The obvious guess is that a density functional which favours an uneven electron density should also favour an expanded metal. Pulling the atoms apart leaves thinner density between them, and its variation becomes larger in proportion to the density itself. A functional with a stronger gradient correction lowers the energy of that expanded state more. For rhodium this puts AM05 and PBEsol at small volumes, PBE, PW91 and BP86 in the middle, and revPBE and RPBE above them. BLYP is expected at the top, though there the correlation part, which does not reproduce the uniform electron gas, matters as well as the gradient. This is also the familiar order for metals when no dispersion correction is added.

Plane-wave DFT with ABINIT 10.8.3 for fcc rhodium, with D4 dispersion, JTH PAW PBE v2.0 datasets, a 12 × 12 × 12 k mesh and Fermi–Dirac smearing of 0.05 eV, without spin polarisation or spin–orbit coupling. Equilibrium volumes and bulk moduli come from fits to energies at seven volumes; volume changes are relative to the given cell of 13.67 Å³/atom.

```csv
functional,wave cutoff,equilibrium volume (Å³/atom),equilibrium volume change (% of the given cell),bulk modulus (GPa)
PBE,435.382 eV,13.591,-0.590,282.8
PBEsol,544.228 eV,13.283,-2.840,315.7
revPBE,544.228 eV,13.418,-1.850,298.8
RPBE,544.228 eV,13.388,-2.080,295.5
BLYP,544.228 eV,13.815,1.050,276.3
AM05,544.228 eV,13.199,-3.460,307.6
BP86,544.228 eV,13.292,-2.780,305.0
PW91,544.228 eV,13.719,0.350,286.7
```

At first sight the guess does well. The equilibrium volume, the volume per atom at which the energy is lowest, is smallest for AM05 and largest for BLYP, and the two are 0.62 Å³ apart. Most pairs of functionals that the guess places in a definite order do come out in that order. A reader who looked only at that count might stop here.

The trouble lies in the middle of the order. The stronger gradient corrections of revPBE and RPBE should make rhodium larger than PW91 does, yet their volumes are 2.2 % and 2.4 % smaller. BP86, which should lie close to PW91, is 3.1 % smaller. The simple rule thus gets the ends right and fails where functionals of different gradient strength ought to separate in a known direction.

An unequal basis is the next suspect, because PBE was run at a lower plane-wave cutoff than the other functionals. In the limit of a complete basis the cutoff would have no influence, but here the pressures computed at fixed basis lie below those from the slope of the energies, a sign that the basis is not complete. The comparison with PW91 settles the matter for the reversal: PW91, revPBE, RPBE and BP86 share one cutoff, and the reversal is there all the same. The small gap between PBE and PW91 is another case, since cutoff and functional change together and their shares can't be told apart.

What remains is to ask how strong a cause must be to move the volume this far. Suppose that changing the functional adds some energy to every point of the curve of energy against volume. If the added energy is the same at all volumes, the minimum stays where it is, however large the addition. Only its slope matters, and a slope of energy against volume is a pressure.

Let $p$ be the extra inward pressure of a functional relative to PW91, $V$ the equilibrium volume of PW91 and $B$ its bulk modulus, the resistance to uniform compression. For a small push the metal yields in proportion:

$$\Delta V \approx -\frac{pV}{B}.$$

An infinitely stiff metal would not move at all, and a softer metal would move further under the same push. The same difference in pressure between two functionals should therefore show up as a larger relative difference in volume in a soft metal than in rhodium.

The case of revPBE can be worked through from the energies of the same calculations. Between the smallest and the largest scanned volume, 1.641 Å³ apart, the revPBE energy rises by 0.0457 eV per atom while that of PW91 falls by 0.0191 eV. The difference in slope, with 1 eV/Å³ equal to 160.2 GPa, is

$$p=\frac{0.0457+0.0191}{1.641}\times160.2\approx6.3\ \mathrm{GPa}.$$

With the volume and bulk modulus of PW91 from the table, this pressure gives

$$\Delta V\approx-\frac{6.3\times13.72}{286.7}\approx-0.30\ \text{Å}^3.$$

The table has the same shift, 13.418 less 13.719. No constant was adjusted, but the agreement is a check of consistency and no independent prediction, because the tabulated volumes come from the same energy curves. What it does show is that one average push, acting on a metal of one stiffness, is enough to place the minimum.

That holds beyond revPBE. For the six functionals that share the cutoff of PW91, the estimate misses the computed shift by at most 0.013 Å³, with AM05 the worst, although the shift itself reaches half a cubic ångström. The simple formula leaves out two things that work against each other: the metal stiffens as it shrinks, and in the contracted cases the extra pull grows as well. A good estimate of the volume is therefore no proof that the pull is constant.

The bulk modulus follows from the same picture in broad terms. A metal held at a smaller volume has its atoms closer together and resists further compression more strongly, so the smaller volumes mostly go with the larger bulk moduli. Three pairs of neighbours in volume break the pattern: AM05 has a smaller volume but a lower bulk modulus than PBEsol, and the same holds for RPBE against revPBE and for PBE against PW91. The bulk modulus depends on the curvature of the energy, which is less smooth here than its slope, so the first two exceptions can't safely be given a physical cause. The minima of AM05 and PBEsol lie towards the compressed end of the scan, where the fit trades the bulk modulus against its pressure derivative, which came out at 3.9 for AM05 and 5.2 for PBEsol. PBE against PW91 is harder to dismiss, since both minima lie near the middle of the scan, but there cutoff and functional change together.

The source of the push is a harder question than its size. The likeliest answer is the D4 dispersion correction, which adds an attraction, mainly between pairs of atoms, to every functional in the table. At large separation that attraction takes nearly the same form whichever functional it accompanies. At short range it is damped, and both the damping and the weight of a shorter-ranged term are adjusted to each functional so that the sum describes weakly bound molecules well. A functional that is too repulsive for such molecules, as revPBE, RPBE and BP86 are, is expected to receive a stronger attraction at close range, while PW91, which is less repulsive, needs less. BLYP is too repulsive as well, but its volume without D4 is expected to be so large that it can stay at the top even after a strong pull.

In rhodium the nearest neighbours are only about 2.7 Å apart, well inside the range where the damping matters. An adjustment made for molecules that barely touch is thus applied to atoms already held together by metallic bonds. Mobile electrons also screen the attraction between atoms in a metal, and a correction built mainly from pairs does not fully include that screening. Both points make it plausible that D4 pulls too hard, and by an amount that depends on the functional it was adjusted for.

The required strength can be judged roughly. Without dispersion, revPBE would make rhodium perhaps 1 to 2 % larger than PW91 does, a rough recalled figure. D4 must first cancel that expansion, which takes 3 to 6 GPa, and then supply the 6 GPa found above, so its extra pull has to be of the order of 10 GPa. For an undamped attraction that falls as the inverse sixth power of distance, the energy varies as $1/V^2$ and the inward pressure is twice its magnitude divided by $V$. The extra attraction is then some tenths of an electronvolt per atom, and more where damping flattens the curve. That law is only a yardstick: the long-range term is common to both functionals and cancels, so the extra pull has to come from the damped, shorter-ranged part. No separate D4 energies are given here to test whether the correction supplies that much.

One might hope to recognise dispersion by the way its pull changes with volume. A constant push would be equally strong in the compressed and the expanded half of the scan, a ratio of 1, while an undamped attraction would give about 1.2 and a damped one is expected to give somewhat less. For revPBE the ratio is 1.15, which looks encouraging. But PBEsol gives 1.12 and AM05 1.11, and their small volumes are expected even without dispersion. With D4 present in every run, its share can't be told from that of the functional, so a pull that grows on compression can't serve as a fingerprint of D4.

The numbers thus rule out gradient strength as the whole explanation, and they rule out unequal cutoffs as the cause of the reversal. They do not prove the case for D4, which rests on the recalled order without dispersion and on the way the correction is built. Atomic potentials made for PBE were used with every functional, and their influence on the order is untested. Repeating revPBE and PW91 without D4, with everything else unchanged, would decide the matter: if D4 is responsible, revPBE should return to the larger volume.

For practical work, the name of the functional alone does not tell which way a computed metal volume will lean. The functional and its dispersion correction act as one model, and a correction that repairs the attraction between molecules may overturn the expected order in a dense metal. The order in the table is also no ranking by accuracy, because the column of volume changes is counted from the cell supplied to the calculation, and no measured volume is given for comparison.
